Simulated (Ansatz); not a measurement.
# SrTiO3: stress in a strained cell

SrTiO3 is deformed so: equal xx and yy strain of +2 %. What stress and forces result, by LAPW, PAW and all-electron datasets made for the crystal?

Program: Ansatz 0.2.0. Level of theory: DFT PBE, scalar-relativistic. These are calculated values, not measurements.

## (1) The structure to begin with

The structure is cubic, space group Pm-3m (No. 221). Conventional cell: a = 3.905 Å, b = 3.905 Å, c = 3.905 Å, α = 90.00°, β = 90.00°, γ = 90.00°. Sr (site symmetry m-3m) has 12 O at 2.76 Å as nearest neighbours. Ti (site symmetry m-3m) has 6 O at 1.95 Å as nearest neighbours. O (site symmetry 4/mmm) is surrounded by 2 Ti at 1.95 Å and 4 Sr at 2.76 Å.

As a file:

```
CELL_PARAMETERS angstrom
3.90500 0.00000 0.00000
0.00000 3.90500 0.00000
0.00000 0.00000 3.90500
ATOMIC_POSITIONS crystal
Sr 0.00000 0.00000 0.00000
Ti 0.50000 0.50000 0.50000
O 0.00000 0.50000 0.50000
O 0.50000 0.00000 0.50000
O 0.50000 0.50000 0.00000
```

Atoms are numbered in the order of the input: Sr1, Ti2, O3, O4, O5.

## (2) After the deformation

Space group Pm-3m before, P4/mmm after.

## (3) Full-potential LAPW

input.yaml

```yaml
crystal:
  lattice:
    - [3.9831, 0.0, 0.0]
    - [0.0, 3.9831, 0.0]
    - [0.0, 0.0, 3.905]
  atoms:
    - { symbol: Sr, position: [0.0, 0.0, 0.0] }
    - { symbol: Ti, position: [0.5, 0.5, 0.5] }
    - { symbol: O, position: [0.0, 0.5, 0.5] }
    - { symbol: O, position: [0.5, 0.0, 0.5] }
    - { symbol: O, position: [0.5, 0.5, 0.0] }
kpoints:
  mp_grid: { grid: [7, 7, 7] }
  band_path:
    path:
      - [0.0, 0.0, 0.0]
      - [0.0, 0.5, 0.0]
      - [0.5, 0.5, 0.0]
      - [0.0, 0.0, 0.0]
      - [0.0, 0.0, 0.5]
      - [0.0, 0.5, 0.5]
      - [0.5, 0.5, 0.5]
      - [0.0, 0.0, 0.5]
      - [0.0, 0.5, 0.0]
    npoints: 5
scf:
  occupations: { method: fermi_dirac, width: 0.05 }
hamiltonian:
  xc: pbe
  pseudopotentials: { kind: all_electron, lapw: { basis_error: 0.001 } }
output:
  forces: true
  stress: true
  eigenvalues: true
```

Run with:

```
> ansatz run input.yaml --threads 2 --pin off --max-ram 6144MiB --backend cpu --events-out ev --progress --plain --runs-dir out
```

Log, shortened:

```text
LAPW: plane waves up to 10.325 Å⁻¹, error target 1.0e-3 eV per atom; small_component_spin mean_spin; O in spheres of 0.911 Å, 8 of its electrons in bands, Dirac shells []; Ti in spheres of 1.042 Å, 20 of its electrons in bands, Dirac shells []; Sr in spheres of 1.042 Å, 28 of its [...]
Pseudopotentials: kind: all_electron
Pseudopotential: Sr, LAPW, valence charge 28, Koelling and Harmon's equation, gaussian nucleus
Pseudopotential: Ti, LAPW, valence charge 20, Koelling and Harmon's equation, gaussian nucleus
Pseudopotential: O, LAPW, valence charge 8, Koelling and Harmon's equation, gaussian nucleus
Functional definition: PBE
[...]
Crystal: 5 atoms, lattice volume = 61.953 Å³
Basis set: ecut = 406.15695154000235 eV, 1173 PW (Γ), exchange–correlation at level 2
Bands: 44, of which v1, the nominal top of the filled ones, is band 36 counted from 1 (35 counted from 0)
Symmetry: 16 space group operations
Space group: P4/mmm (ITA 123), of the structure as read, at distance tolerance 4.0e-5 Å
k-points: 40 of 343
[...]
SCF iter   1: F=—  HF=-115912.102711 eV  |F-HF|=—  |Δ(HF+E_count)|=         —  Δρ=1.38e-1  dr2=1.35e1  ethr=1.88e-2  ⟨swp⟩=2.0  Hψ=10994  notcnv=0
[...]
the basis was enlarged: its passes take 2.0 MiB over the memory plan, 2 of 2 planned eigensolver slots
[...]
SCF iter  12: F=-115905.847268 eV  HF=-115905.847268 eV  |F-HF|=5.63e-8  |Δ(HF+E_count)|=   5.19e-7  Δρ=8.49e-6  dr2=8.38e-8  ethr=8.49e-10  ⟨swp⟩=3.0  Hψ=5489  notcnv=0
[...]
NSCF: frozen V_eff on 41 k-points
SCF converged after 12 iterations
Free energy (F): -115905.847268 eV
[...]
E sigma→0 (E₀):  -115905.847268 eV
Fermi energy:    11.294032 eV
[...]
--- Forces (eV/Å), atoms counted from 1 ---
  atom   1  Sr    -0.00000000     0.00000000     0.00000000
  atom   2  Ti     0.00000000     0.00000000     0.00000000
  atom   3  O      0.00000000     0.00000000     0.00000000
  atom   4  O      0.00000000     0.00000000     0.00000000
  atom   5  O      0.00000000     0.00000000     0.00000000
[...]
--- Stress (GPa, compression-positive) ---
       -3.822109       0.000000       0.000000
        0.000000      -3.822109       0.000000
        0.000000       0.000000       0.263851
  P = ⅓ Tr σ = -2.4601 GPa (-24.601 kbar)
--- Band table (eV; the first three rows and the last of 40) ---
[...]
```

It took 24 s on 2 threads of Intel Xeon Platinum 8488C (Sapphire Rapids), shared host; peak memory 0.66 GiB.

Result: pressure -2.46 GPa; gap 1.77 eV, indirect from A to Γ.

## (4) PAW with frozen cores

input.yaml

```yaml
crystal:
  lattice:
    - [3.9831, 0.0, 0.0]
    - [0.0, 3.9831, 0.0]
    - [0.0, 0.0, 3.905]
  atoms:
    - { symbol: Sr, position: [0.0, 0.0, 0.0] }
    - { symbol: Ti, position: [0.5, 0.5, 0.5] }
    - { symbol: O, position: [0.0, 0.5, 0.5] }
    - { symbol: O, position: [0.5, 0.0, 0.5] }
    - { symbol: O, position: [0.5, 0.5, 0.0] }
kpoints:
  mp_grid: { grid: [7, 7, 7] }
scf:
  occupations: { method: fermi_dirac, width: 0.05 }
hamiltonian:
  xc: pbe
  pseudopotentials: { kind: paw }
output:
  forces: true
  stress: true
  eigenvalues: true
  efg: { contact_densities: true }
  write_density: true
  write_potential: true
  elf: true
  volumetric_format: npy
```

Run with:

```
> ansatz run input.yaml --threads 2 --pin off --max-ram 6144MiB --backend cpu --events-out ev --progress --plain --runs-dir out
```

Log, shortened:

```text
Sr: output.efg is read without spin–orbit coupling, which moves field gradients at and beside such atoms by some per cent and up to a factor of two; PAW files take it under magnetization.noncollinear and magnetization.spin_orbit
[...]
Pseudopotentials: kind: paw
Pseudopotential: Sr, paw, valence charge 10, recommended cutoff 420 eV (normal)
Pseudopotential: Ti, paw, valence charge 12, recommended cutoff 420 eV (normal)
Pseudopotential: O, paw, valence charge 6, recommended cutoff 420 eV (normal)
[... 1 set-up line as earlier in the session ...]
[...]
Crystal: 5 atoms, lattice volume = 61.953 Å³
Basis set: ecut = 420 eV, 1229 PW (Γ), exchange–correlation on 54×54×54 points (8 copies of the dense FFT grid, shifted against one another)
Bands: 25, of which v1, the nominal top of the filled ones, is band 20 counted from 1 (19 counted from 0)
[... 1 set-up line as earlier in the session ...]
[...]
--- Stress (GPa, compression-positive) ---
       -3.824313       0.000000       0.000000
        0.000000      -3.824313       0.000000
        0.000000       0.000000       0.274252
  P = ⅓ Tr σ = -2.4581 GPa (-24.581 kbar)
--- PAW observables at the nuclei: V_zz in 10²¹ V/m², potentials from the cell's mean, atoms counted from 1 ---
  atom   1  Sr V_zz =    -0.205008   η = 0.0000   by run symmetry: allowed
            electrostatic potential = -5511.740596 V   contact ρ = 401061.751927 e/Å³
  atom   2  Ti V_zz =    -1.932181   η = 0.0000   by run symmetry: allowed
            electrostatic potential = -2528.319829 V   contact ρ = 56791.815357 e/Å³
  atom   3  O  V_zz =    +1.951295   η = 0.3388   by run symmetry: allowed
            electrostatic potential = -626.062183 V   contact ρ = 2157.203412 e/Å³
[...]
            electrostatic potential = -626.062183 V   contact ρ = 2157.203412 e/Å³
[...]
            electrostatic potential = -626.041047 V   contact ρ = 2157.294232 e/Å³
--- Band table (eV; the first three rows and the last of 40) ---
[... band rows left out ...]
[...]
```

It took 2.8 s on 2 threads of Intel Xeon Platinum 8488C (Sapphire Rapids), shared host; peak memory 0.48 GiB.

Read from it: pressure -2.46 GPa; gap on the k mesh 1.85 eV (an odd mesh misses the zone boundary); Vzz Sr1 -0.21 (η = 0.00), Ti2 -1.93 (η = 0.00), O3 1.95 (η = 0.34), O5 1.14 (η = 0.00) (10²¹ V/m²).

Density in a lattice plane of the grid's cell (edges 3.98 and 3.90 Å, at 0.500 of the third edge), which holds Ti and O.

Ten even steps from '0' (0.03 e/Å³) to '9' (10.01 e/Å³):
```
000000001246664210000000
000000000124442100000000
000000000011211000000000
000000000000100000000000
000000000000000000000000
000000000001110000000000
211000000123332100000011
432100001246764210000123
664210002479997420001246
765310012589998521001356
664210002479997420001246
432100001246764210000123
211000000123332100000011
000000000001110000000000
000000000000000000000000
000000000000100000000000
000000000011211000000000
000000000124442100000000
000000001246664210000000
000000001356765310000000
```
Columns run along the first of these edges and rows up along the second, over one cell in 24 and 20 even steps from the bottom left corner. Atoms in the plane (fractional): Ti at (0.50, 0.50), O at (0.00, 0.50), O at (0.50, 0.00).

ELF in the same plane.

Values, 12 rows by 12 columns:
```
0.03 0.03 0.11 0.49 0.78 0.77 0.63 0.77 0.78 0.49 0.11 0.03
0.21 0.13 0.08 0.22 0.58 0.74 0.76 0.74 0.58 0.22 0.08 0.13
0.65 0.53 0.24 0.08 0.13 0.18 0.21 0.18 0.13 0.08 0.24 0.53
0.81 0.79 0.59 0.12 0.17 0.45 0.56 0.45 0.17 0.12 0.59 0.79
0.62 0.77 0.74 0.17 0.45 0.58 0.37 0.58 0.45 0.17 0.74 0.77
0.21 0.63 0.76 0.20 0.56 0.38 0.00 0.38 0.56 0.20 0.76 0.63
0.62 0.77 0.74 0.17 0.45 0.58 0.37 0.58 0.45 0.17 0.74 0.77
0.81 0.79 0.59 0.12 0.17 0.45 0.56 0.45 0.17 0.12 0.59 0.79
0.65 0.53 0.24 0.08 0.13 0.18 0.21 0.18 0.13 0.08 0.24 0.53
0.21 0.13 0.08 0.22 0.58 0.74 0.76 0.74 0.58 0.22 0.08 0.13
0.03 0.03 0.11 0.49 0.78 0.77 0.63 0.77 0.78 0.49 0.11 0.03
0.02 0.03 0.17 0.61 0.81 0.63 0.21 0.63 0.81 0.61 0.17 0.03
```
Columns run along the first of these edges and rows up along the second, over one cell in 12 and 12 even steps from the bottom left corner. Atoms in the plane (fractional): Ti at (0.50, 0.50), O at (0.00, 0.50), O at (0.50, 0.00).

Both are smooth fields of the valence electrons: close to the nuclei they are not physical.

The highest ELF values outside the cores: 0.83 in the shell around O, 0.6 Å from O.

## (5) All-electron PAW on datasets made for the crystal

Edit input.yaml of step 4 so:

```diff
@@ -17,3 +17,3 @@
   xc: pbe
-  pseudopotentials: { kind: paw }
+  pseudopotentials: { kind: all_electron, datasets: crystal }
 output:
@@ -23,5 +23 @@
   efg: { contact_densities: true }
-  write_density: true
-  write_potential: true
-  elf: true
-  volumetric_format: npy
```

Run with:

```
> ansatz run input.yaml --threads 2 --pin off --max-ram 6144MiB --backend cpu --events-out ev --progress --plain --runs-dir out
```

Log, shortened:

```text
[...]
Sr: output.efg is read without spin–orbit coupling, which moves field gradients at and beside such atoms by some per cent and up to a factor of two; PAW files take it under magnetization.noncollinear and magnetization.spin_orbit
[...]
[... 1 set-up line as earlier in the session ...]
Pseudopotential: Sr, paw, valence charge 10, recommended cutoff 520 eV (normal), Koelling and Harmon's equation, gaussian nucleus
Pseudopotential: Ti, paw, valence charge 12, recommended cutoff 520 eV (normal), Koelling and Harmon's equation, gaussian nucleus
Pseudopotential: O, paw, valence charge 6, recommended cutoff 520 eV (normal), Koelling and Harmon's equation, gaussian nucleus
[... 1 set-up line as earlier in the session ...]
[...]
Crystal: 5 atoms, lattice volume = 61.953 Å³
Basis set: ecut = 520 eV, 1695 PW (Γ), exchange–correlation on 60×60×60 points (8 copies of the dense FFT grid, shifted against one another)
[...]
--- Stress (GPa, compression-positive) ---
       -3.823867       0.000000       0.000000
        0.000000      -3.823867       0.000000
        0.000000       0.000000       0.262530
  P = ⅓ Tr σ = -2.4617 GPa (-24.617 kbar)
--- PAW observables at the nuclei: V_zz in 10²¹ V/m², potentials from the cell's mean, atoms counted from 1 ---
  atom   1  Sr V_zz =    -0.200306   η = 0.0000   by run symmetry: allowed
            electrostatic potential = -5511.722582 V   contact ρ = 401131.825049 e/Å³
  atom   2  Ti V_zz =    -1.890477   η = 0.0000   by run symmetry: allowed
            electrostatic potential = -2528.066434 V   contact ρ = 56839.281564 e/Å³
  atom   3  O  V_zz =    +1.865599   η = 0.3504   by run symmetry: allowed
            electrostatic potential = -626.098845 V   contact ρ = 2157.732543 e/Å³
[...]
            electrostatic potential = -626.098845 V   contact ρ = 2157.732534 e/Å³
[...]
            electrostatic potential = -626.070438 V   contact ρ = 2157.822114 e/Å³
--- Band table (eV; the first three rows and the last of 40) ---
[... band rows left out ...]
[...]
```

It took 11 s on 2 threads of Intel Xeon Platinum 8488C (Sapphire Rapids), shared host; peak memory 0.86 GiB.

This run gives: pressure -2.46 GPa; gap on the k mesh 1.84 eV (an odd mesh misses the zone boundary); Vzz Sr1 -0.20 (η = 0.00), Ti2 -1.89 (η = 0.00), O3 1.87 (η = 0.35), O5 1.06 (η = 0.00) (10²¹ V/m²).

## (6) Side by side

Stress (GPa, compression positive):

| method | xx | yy | zz | yz | xz | xy |
| --- | --- | --- | --- | --- | --- | --- |
| LAPW | -3.82 | -3.82 | 0.26 | 0.00 | 0.00 | 0.00 |
| PAW | -3.82 | -3.82 | 0.27 | 0.00 | 0.00 | 0.00 |
| crystal datasets | -3.82 | -3.82 | 0.26 | 0.00 | 0.00 | 0.00 |

```
          method  pressure (GPa)  gap on the k mesh (eV)  Vzz Sr1 (10²¹ V/m²)  Vzz Ti2 (10²¹ V/m²)  Vzz O3 (10²¹ V/m²)  SCF cycles, all passes
            LAPW           -2.46                    1.84                    –                    –                   –                      12
             PAW           -2.46                    1.85                -0.21                -1.93                1.95                       6
crystal datasets           -2.46                    1.84                -0.20                -1.89                1.87                      11
```

## (7) What came out

```
                                 quantity                                              value
                                 pressure  LAPW -2.46, PAW -2.46, crystal datasets -2.46 GPa
largest shear or deviatoric stress (LAPW)                                           2.72 GPa
```

The largest part of the stress beyond the pressure is 2.72 GPa in size, in the zz component; the atoms are carried along and not relaxed. No run of the undeformed cell stands beside it, so the pressure holds what the given cell had before the change. PAW: stress within 0.01 GPa of LAPW. Crystal datasets: stress within 0.01 GPa of LAPW.
